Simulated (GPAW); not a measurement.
A run of GPAW 26.7.0 is set up as follows.

File run.py:

```python
from ase import Atoms
from ase.dft.bandgap import bandgap
from ase.io import write
from ase.units import GPa
from gpaw import GPAW, PW

atoms = Atoms(['Al', 'Al', 'Al', 'Al', 'O', 'O', 'O', 'O', 'O', 'O'],
              cell=[[4.613777, 0.0, 0.0],
                    [0.0, 9.563279, 0.0],
                    [0.0, 0.0, 3.119862]],
              scaled_positions=[[0.982975, 0.824573, 0.0],
                                [0.017025, 0.175427, 0.0],
                                [0.482975, 0.675427, 0.5],
                                [0.517025, 0.324573, 0.5],
                                [0.5, 0.5, 0.5],
                                [0.123635, 0.75305, 0.5],
                                [0.376365, 0.25305, 0.0],
                                [0.623635, 0.74695, 0.0],
                                [0.0, 0.0, 0.0],
                                [0.876365, 0.24695, 0.5]],
              pbc=True)

calc = GPAW(mode=PW(800),
            xc='LDA',
            kpts={'size': (4, 2, 6), 'gamma': True},
            occupations={'name': 'fermi-dirac', 'width': 0.05},
            nbands=44,
            convergence={'density': 1e-05, 'energy': 1e-05},
            maxiter=150,
            txt='gpaw.txt')
atoms.calc = calc
energy = atoms.get_potential_energy()
forces = atoms.get_forces()
stress = atoms.get_stress()
calc.write('gs.gpw')
write('result.traj', atoms)
print(f'Energy: {energy:.6f} eV')
print('Forces (eV/A):')
print(forces.round(4))
print('Stress (GPa):', (stress / GPa).round(3))
print('Fermi level:', round(calc.get_fermi_level(), 4), 'eV')
print(f'Gap: {bandgap(calc)[0]:.4f} eV, direct: {bandgap(calc, direct=True)[0]:.4f} eV')

path = atoms.cell.bandpath('GXSYGZURTZ,YT,UX,SR', npoints=60, eps=1e-4)
bs_calc = calc.fixed_density(kpts=path, symmetry='off', nbands=69,
                             convergence={'bands': 'CBM+6.0', 'eigenstates': 1e-6}, txt='bands.txt')
bs = bs_calc.band_structure()
bs.write('bs.json')
print(f'Gap on the path: {bandgap(bs_calc)[0]:.4f} eV')
```

Potentials or basis: the program's PAW data sets (release 1.2.1) made for this functional, pw.

Launch:

```bash
$ OMP_NUM_THREADS=1 python run.py
```

(1) What does it give for the band gap on the k mesh?

(2) What does it give for the pressure?

(3) Predict the band gap along the path.

Answers

(1) 3.40 eV, direct.

(2) -4.7 GPa.

(3) 3.40 eV, direct.
